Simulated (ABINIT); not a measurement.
Ir:

```xyz
1
Lattice="0.0000 1.9156 1.9156 1.9156 0.0000 1.9156 1.9156 1.9156 0.0000" Properties=species:S:1:pos:R:3 pbc="T T T"
Ir    0.0000    0.0000    0.0000
```

Base run:

| Property | Result |
| --- | --- |
| Program | ABINIT 10.8.3 (patched build) |
| Functional | PBEsol |
| Potentials or basis | JTH PAW PBE v2.0 |
| Cutoff | 463 eV |
| k mesh | 10 × 10 × 10 |
| Occupations | fermi-dirac, width 0.05 eV |
| Spin | no spin polarisation |

Its results: band gap on the k mesh none (metal or under the smearing width); pressure 0.6 GPa.

Question: The run is repeated on the same cell with these changes: k mesh from 10 × 10 × 10 to 5 × 5 × 5. What comes out?

Answer: Band gap on the k mesh none (metal or under the smearing width); pressure 5.1 GPa.

Caveats: some runs use coarse meshes; the PAW data sets were made with another functional, which shifts forces and pressure a little.
